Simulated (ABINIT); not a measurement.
# C (Fd-3m) in ABINIT: settings compared

The runs below take C through relaxation of cell and atoms, single point, with PBEsol, LDA, PBE.

All numbers are computed with ABINIT 10.8.3 (patched build); they aren't measurements. Logs are shortened: lines on timing, memory, paths and dates and some standing lists are left out, and cuts for length are marked. The log counts tension as positive stress, the text compression.

### 1 The crystal as given

It takes space group Fd-3m (No. 227, cubic). The conventional cell has a = 3.567 Å, b = 3.567 Å, c = 3.567 Å, α = 90.00°, β = 90.00°, γ = 90.00°. C (site symmetry -43m) is surrounded by 4 C at 1.54 Å.

This isn't the form of C at room conditions, which is graphite.

### 2 Relaxation of cell and atoms, PBEsol

Input file run.abi:

```
# Pseudopotentials
pp_dirpath "./"
pseudos "C.upf"

# Structure
acell 3*1.0 Angstrom
rprim
     0.0000000000     1.7833700000     1.7833700000
     1.7833700000     0.0000000000     1.7833700000
     1.7833700000     1.7833700000     0.0000000000
ntypat 1
znucl 6
natom 2
typat 1 1
chkprim 0
chksymtnons 0
tolsym 1.0e-6
xred
            3/4            3/4            3/4
            1/2            1/2            1/2

# Plane-wave basis
ecut 41.0
ecutsm 0.5

# k points
kptopt 1
ngkpt 10 10 10
nshiftk 1
shiftk 0.0 0.0 0.0

# Exchange and correlation
ixc -116133

# Bands and occupations
nband 8
occopt 3
tsmear 0.05 eV

# SCF cycle
nstep 80
tolvrs 1.0e-12

# Output
iomode 3
prteig 0
prtebands 0
prtwf 0
prtden 0

# Relaxation
ionmov 2
optcell 2
ntime 50
tolmxf 2.0e-5
dilatmx 1.08
```

Potentials or basis: PseudoDojo NC SR PBEsol v0.4.1 standard.

Command:

```console
> abinit run.abi > log 2>&1
```

run.abo:

```text
.Version 10.8.3 of ABINIT
 Symmetries : space group Fd -3 m (#227); Bravais cF (face-center cubic)
================================================================================
 Values of the parameters that define the memory need of the present run
     intxc =       0    ionmov =       2      iscf =       7    lmnmax =       4
     lnmax =       4     mgfft =      30  mpssoang =       2    mqgrid =    3001
     natom =       2  nloc_mem =       1    nspden =       1   nspinor =       1
    nsppol =       1      nsym =      48    n1xccc =    2501    ntypat =       1
    occopt =       3   xclevel =       2
       mpw =        1236          nfft =       27000          nkpt =          47
================================================================================
================================================================================

--------------------------------------------------------------------------------
------------- Echo of variables that govern the present computation ------------
--------------------------------------------------------------------------------
 -outvars: echo values of preprocessed input variables --------
            acell      1.8897261259E+00  1.8897261259E+00  1.8897261259E+00 Bohr
              amu      1.20110000E+01
          chkprim           0
      chksymtnons           0
          dilatmx      1.08000000E+00
             ecut      4.10000000E+01 Hartree
           ecutsm      5.00000000E-01 Hartree
           ionmov           2
              ixc     -116133
         kptrlatt       10    0    0      0   10    0      0    0   10
          kptrlen      4.76601409E+01
            natom           2
            nband           8
            ngfft          30      30      30
             nkpt          47
            nstep          80
             nsym          48
            ntime          50
           ntypat           1
           occopt           3
          optcell           2
           prtden           0
        prtebands           0
           prteig           0
            prtwf           0
            rprim      0.0000000000E+00  1.7833700000E+00  1.7833700000E+00
                       1.7833700000E+00  0.0000000000E+00  1.7833700000E+00
                       1.7833700000E+00  1.7833700000E+00  0.0000000000E+00
          spgroup         227
           tolmxf      2.00000000E-05
           tolsym      1.00000000E-06
           tolvrs      1.00000000E-12
           tsmear      1.83746611E-03 Hartree
            typat      1  1
           xangst      2.6750550000E+00  2.6750550000E+00  2.6750550000E+00
                       1.7833700000E+00  1.7833700000E+00  1.7833700000E+00
            xcart      5.0551213217E+00  5.0551213217E+00  5.0551213217E+00
                       3.3700808812E+00  3.3700808812E+00  3.3700808812E+00
             xred      7.5000000000E-01  7.5000000000E-01  7.5000000000E-01
                       5.0000000000E-01  5.0000000000E-01  5.0000000000E-01
            znucl        6.00000

================================================================================

 chkinp: Checking input parameters for consistency.

================================================================================
== DATASET  1 ==================================================================

--- !DatasetInfo
iteration_state: {dtset: 1, }
dimensions: {natom: 2, nkpt: 47, mband: 8, nsppol: 1, nspinor: 1, nspden: 1, mpw: 1236, }
cutoff_energies: {ecut:  41.0, pawecutdg:  -1.0, }
electrons: {nelect:   8.00000000E+00, charge:   0.00000000E+00, occopt:   3.00000000E+00, tsmear:   1.83746611E-03, }
meta: {optdriver: 0, ionmov: 2, optcell: 2, iscf: 7, paral_kgb: 0, }
...

 Real(R)+Recip(G) space primitive vectors, cartesian coordinates (Bohr,Bohr^-1):
 R(1)=  0.0000000  3.3700809  3.3700809  G(1)= -0.1483644  0.1483644  0.1483644
 R(2)=  3.3700809  0.0000000  3.3700809  G(2)=  0.1483644 -0.1483644  0.1483644
 R(3)=  3.3700809  3.3700809  0.0000000  G(3)=  0.1483644  0.1483644 -0.1483644
 Unit cell volume ucvol=  7.6551017E+01 bohr^3
 Angles (23,13,12)=  6.00000000E+01  6.00000000E+01  6.00000000E+01 degrees

 getcut: wavevector=  0.0000  0.0000  0.0000  ngfft=  30  30  30
         ecut(hartree)=     47.822   => boxcut(ratio)=   2.02426

--- Pseudopotential description ------------------------------------------------
- pspini: atom type   1  psp file is ./C.upf
   6.00000   4.00000  180301                  znucl, zion, pspdat
12 -116133 1 -1 1248                          pspcod,pspxc,lmax,lloc,mmax
     nproj     2     2

   6.95854787E+01                                ecore*ucvol(ha*bohr**3)
--------------------------------------------------------------------------------

================================================================================

=== [ionmov= 2] Broyden-Fletcher-Goldfarb-Shanno method (forces)
================================================================================

--- Iteration: ( 1/50) Internal Cycle: (1/1)
--------------------------------------------------------------------------------

---SELF-CONSISTENT-FIELD CONVERGENCE--------------------------------------------

--- !BeginCycle
iteration_state: {dtset: 1, itime: 1, icycle: 1, }
solver: {iscf: 7, nstep: 80, nline: 4, wfoptalg: 0, }
tolerances: {tolvrs: 1.00E-12, }
...

     iter   Etot(hartree)      deltaE(h)  residm     vres2
 ETOT  1  -11.991035980123    -1.199E+01 2.526E-01 5.736E+01
 ETOT  2  -12.008209754219    -1.717E-02 1.139E-03 2.247E-01
 ETOT  3  -12.008228119898    -1.837E-05 5.713E-05 8.043E-03
 ETOT  4  -12.008228588305    -4.684E-07 3.478E-06 2.921E-05
 ETOT  5  -12.008228589538    -1.233E-09 5.150E-07 2.190E-08
 ETOT  6  -12.008228589539    -1.103E-12 2.642E-08 3.521E-11
 ETOT  7  -12.008228589539    -4.974E-14 5.014E-09 1.103E-13
[... 332 lines left out ...]
 Gradient of E wrt nuclear positions in reduced coordinates (gred)
  0.00000000000000E+00  0.00000000000000E+00  0.00000000000000E+00
  0.00000000000000E+00  0.00000000000000E+00  0.00000000000000E+00
 Scale of Primitive Cell (acell) [bohr]
  4.75514524105570E+00  4.75514524105570E+00  4.75514524105570E+00
 Real space primitive translations (rprimd) [bohr]
  0.00000000000000E+00  3.36239544547743E+00  3.36239544547743E+00
  3.36239544547743E+00  0.00000000000000E+00  3.36239544547743E+00
  3.36239544547743E+00  3.36239544547743E+00  0.00000000000000E+00
 Unitary Cell Volume (ucvol) [Bohr^3]=  7.60284894363487E+01
 Angles (23,13,12)= [degrees]
  6.00000000000000E+01  6.00000000000000E+01  6.00000000000000E+01
 Lengths [Bohr]
  4.75514524105570E+00  4.75514524105570E+00  4.75514524105570E+00
 Stress tensor in cartesian coordinates (strten) [Ha/bohr^3]
  5.59034155772631E-11  0.00000000000000E+00  0.00000000000000E+00
  0.00000000000000E+00  5.59034173119866E-11  0.00000000000000E+00
  0.00000000000000E+00  0.00000000000000E+00  5.59034190467100E-11
 Total energy (etotal) [Ha]= -1.20082557618285E+01

 Difference of energy with previous step (new-old):
           Absolute (Ha)=-1.34568E-10
           Relative     =-1.12063E-11

 At Broyd/MD step   4, gradients are converged :
  max grad (force/stress) = 5.5903E-09 < tolmxf= 2.0000E-05 ha/bohr (free atoms)

================================================================================

 ----iterations are completed or convergence reached----

 Mean square residual over all n,k,spin=   38.084E-17; max=  69.869E-16
 reduced coordinates (array xred) for    2 atoms
       0.750000000000      0.750000000000      0.750000000000
       0.500000000000      0.500000000000      0.500000000000
 rms dE/dt=  0.0000E+00; max dE/dt=  0.0000E+00; dE/dt below (all hartree)
    1       0.000000000000      0.000000000000      0.000000000000
    2       0.000000000000      0.000000000000      0.000000000000

 cartesian coordinates (angstrom) at end:
    1      2.66895456387539     2.66895456387539     2.66895456387539
    2      1.77930304258359     1.77930304258359     1.77930304258359

 cartesian forces (hartree/bohr) at end:
    1     -0.00000000000000    -0.00000000000000    -0.00000000000000
    2     -0.00000000000000    -0.00000000000000    -0.00000000000000
 frms,max,avg= 0.0000000E+00 0.0000000E+00   0.000E+00  0.000E+00  0.000E+00 h/b

 cartesian forces (eV/Angstrom) at end:
    1     -0.00000000000000    -0.00000000000000    -0.00000000000000
    2     -0.00000000000000    -0.00000000000000    -0.00000000000000
 frms,max,avg= 0.0000000E+00 0.0000000E+00   0.000E+00  0.000E+00  0.000E+00 e/A
 length scales=  4.755145241056  4.755145241056  4.755145241056 bohr
              =  2.516314494393  2.516314494393  2.516314494393 angstroms
 Fermi (or HOMO) energy (hartree) =   0.43692   Average Vxc (hartree)=  -0.50247
 Eigenvalues (hartree) for nkpt=  47  k points:
 kpt#   1, nband=  8, wtk=  0.00100, kpt=  0.0000  0.0000  0.0000 (reduced coord)
  -0.41426    0.38111    0.38111    0.38111    0.58627    0.58627    0.58627    0.87738
      occupation numbers for kpt#   1
   2.00000    2.00000    2.00000    2.00000    0.00000    0.00000    0.00000    0.00000
 prteigrs : prtvol=0 or 1, do not print more k-points.

--- !EnergyTerms
iteration_state     : {dtset: 1, itime: 4, icycle: 1, }
comment             : Components of total free energy in Hartree
kinetic             :  8.46713904642473E+00
hartree             :  9.44281487748905E-01
xc                  : -4.31411519793267E+00
Ewald energy        : -1.28165723074300E+01
psp_core            :  9.15255309847755E-01
local_psp           : -4.61861581073759E+00
non_local_psp       : -5.85628289749721E-01
internal            : -1.20082557618285E+01
'-kT*entropy'       :  6.26473027374478E-16
total_energy        : -1.20082557618285E+01
total_energy_eV     : -3.26761285675643E+02
band_energy         :  3.83892958620673E-01
...

 Cartesian components of stress tensor (hartree/bohr^3)
  sigma(1 1)=  5.59034156E-11  sigma(3 2)=  0.00000000E+00
  sigma(2 2)=  5.59034173E-11  sigma(3 1)=  0.00000000E+00
  sigma(3 3)=  5.59034190E-11  sigma(2 1)=  0.00000000E+00

-Cartesian components of stress tensor (GPa)         [Pressure= -1.6447E-06 GPa]
- sigma(1 1)=  1.64473527E-06  sigma(3 2)=  0.00000000E+00
- sigma(2 2)=  1.64473532E-06  sigma(3 1)=  0.00000000E+00
- sigma(3 3)=  1.64473537E-06  sigma(2 1)=  0.00000000E+00

== END DATASET(S) ==============================================================
================================================================================

 -outvars: echo values of variables after computation  --------
            acell      4.7551452411E+00  4.7551452411E+00  4.7551452411E+00 Bohr
           etotal     -1.2008255762E+01
            fcart     -0.0000000000E+00 -0.0000000000E+00 -0.0000000000E+00
                      -0.0000000000E+00 -0.0000000000E+00 -0.0000000000E+00
            rprim      0.0000000000E+00  7.0710678119E-01  7.0710678119E-01
                       7.0710678119E-01  0.0000000000E+00  7.0710678119E-01
                       7.0710678119E-01  7.0710678119E-01  0.0000000000E+00
           strten      5.5903415577E-11  5.5903417312E-11  5.5903419047E-11
                       0.0000000000E+00  0.0000000000E+00  0.0000000000E+00
           xangst      2.6689545639E+00  2.6689545639E+00  2.6689545639E+00
                       1.7793030426E+00  1.7793030426E+00  1.7793030426E+00
             xred      7.5000000000E-01  7.5000000000E-01  7.5000000000E-01
                       5.0000000000E-01  5.0000000000E-01  5.0000000000E-01
 Calculation completed.
```

Run time: 31 s. Hardware: 1 thread of Intel Xeon at 2.70GHz, shared host; peak memory 0.07 GiB.

Results:

| Quantity | Value |
| --- | --- |
| Free energy | -326.7613 eV |
| Relaxed volume | 5.63 Å³/atom |
| Relaxed cell | a = 2.516 Å, b = 2.516 Å, c = 2.516 Å, α = 60.00°, β = 60.00°, γ = 60.00° |
| Space group after relaxing (to 0.05 Å) | Fd-3m (No. 227) |
| Energy gained by relaxing | 0.4 meV/atom |
| Ionic steps | 4 |
| Pressure after relaxing | 0.0 GPa |
| Band gap on the k mesh | 4.09 eV, indirect (least direct gap 5.58 eV) |

The path:
| step | energy change (eV) | largest force (eV/Å) | pressure (GPa) | volume (Å³) |
| --- | --- | --- | --- | --- |
| 1 | 0.0000 | 0.0000 | -3.04 | 11.34 |
| 2 | -0.0006 | 0.0000 | 1.12 | 11.24 |
| 3 | -0.0007 | 0.0000 | -0.01 | 11.27 |
| 4 | -0.0007 | 0.0000 | 0.00 | 11.27 |

Final structure:
```
C
1.0
     0.00000    1.77930    1.77930
     1.77930    0.00000    1.77930
     1.77930    1.77930    0.00000
C
2
Direct
  0.75000 0.75000 0.75000
  0.50000 0.50000 0.50000
```

### 3 Single point, PBEsol (cell relaxed)

Input file run.abi:

```
# Pseudopotentials
pp_dirpath "./"
pseudos "C.upf"

# Structure
acell 3*1.0 Angstrom
rprim
     0.0000000000     1.7793030400     1.7793030400
     1.7793030400     0.0000000000     1.7793030400
     1.7793030400     1.7793030400     0.0000000000
ntypat 1
znucl 6
natom 2
typat 1 1
xred
     0.7500000000     0.7500000000     0.7500000000
     0.5000000000     0.5000000000     0.5000000000
chkprim 0
chksymtnons 0
tolsym 1.0e-6

# Plane-wave basis
ecut 41.0

# k points
kptopt 1
ngkpt 10 10 10
nshiftk 1
shiftk 0.0 0.0 0.0

# Exchange and correlation
ixc -116133

# Bands and occupations
nband 8
occopt 3
tsmear 0.05 eV

# SCF cycle
nstep 100
tolvrs 1.0e-10

# Output
iomode 3
prtwf 0
prtden 0
prteig 0
prtebands 0
enunit 1
```

Potentials or basis: PseudoDojo NC SR PBEsol v0.4.1 standard.

Command:

```console
> abinit run.abi > log 2>&1
```

Wall time 7.8 s (1 thread of Intel Xeon at 2.70GHz, shared host); peak memory 0.07 GiB.

It converged, with:

| Item | Value |
| --- | --- |
| Free energy | -326.7614 eV |
| Pressure | -0.2 GPa |
| Band gap on the k mesh | 4.09 eV, indirect (least direct gap 5.58 eV) |
| All electrons inside the program's atomic spheres | C 4.69, 4.73 (radii [1.0584] Å) |

Levels at points of the mesh, in eV from the valence-band top:
```
           k point  band 1  band 2  band 3  band 4  band 5  band 6  band 7  band 8
(0.00, 0.00, 0.00)  -21.64    0.00    0.00    0.00    5.58    5.58    5.58   13.50
(0.50, 0.00, 0.00)  -15.77  -13.57   -2.84   -2.84    8.46    8.46    8.96   15.55
(0.50, 0.50, 0.00)  -12.85  -12.85   -6.40   -6.40    4.66    4.66   16.89   16.89
```

A k mesh can miss the band edges.

### 4 Relaxation of cell and atoms, LDA

Input file run.abi:

```
pp_dirpath "./"
pseudos "C.upf"

acell 3*1.0
rprim
     0.0000000000     3.3700808789     3.3700808789
     3.3700808789     0.0000000000     3.3700808789
     3.3700808789     3.3700808789     0.0000000000
ntypat 1
znucl 6
natom 2
typat 1 1
chkprim 0
chksymtnons 0
tolsym 1.0e-6
xred
            3/4            3/4            3/4
            1/2            1/2            1/2

ecut 41.0
ecutsm 0.5

kptopt 1
ngkpt 10 10 10
nshiftk 1
shiftk 0.0 0.0 0.0

ixc 7

nband 8
occopt 3
tsmear 0.00183747

nstep 80
tolvrs 1.0e-12

iomode 3
prteig 0
prtebands 0
prtwf 0
prtden 0

ionmov 2
optcell 2
ntime 50
tolmxf 2.0e-5
dilatmx 1.08
```

Potentials or basis: PseudoDojo NC SR LDA v0.4.1 standard.

Command:

```console
> abinit run.abi > log 2>&1
```

Wall time 32 s (1 thread of Intel Xeon at 2.70GHz, shared host); peak memory 0.07 GiB.

Results (log left out):

| Property | Result |
| --- | --- |
| Free energy | -328.2892 eV |
| Relaxed volume | 5.53 Å³/atom |
| Relaxed cell | a = 2.502 Å, b = 2.502 Å, c = 2.502 Å, α = 60.00°, β = 60.00°, γ = 60.00° |
| Space group after relaxing (to 0.05 Å) | Fd-3m (No. 227) |
| Energy gained by relaxing | 4.8 meV/atom |
| Ionic steps | 4 |
| Pressure after relaxing | 0.0 GPa |
| Band gap on the k mesh | 4.24 eV, indirect (least direct gap 5.63 eV) |

Step by step:
```csv
step,energy change (eV),largest force (eV/Å),pressure (GPa),volume (Å³)
1,0.0000,0.0000,-10.91,11.34
2,-0.0082,0.0000,4.27,10.97
3,-0.0095,0.0000,-0.11,11.07
4,-0.0095,0.0000,0.00,11.07
```

Final structure:
```xyz
2
Lattice="0.0000 1.7688 1.7688 1.7688 0.0000 1.7688 1.7688 1.7688 0.0000" Properties=species:S:1:pos:R:3 pbc="T T T"
C     2.6532    2.6532    2.6532
C     1.7688    1.7688    1.7688
```

(Part 1 of 2 ends here.)
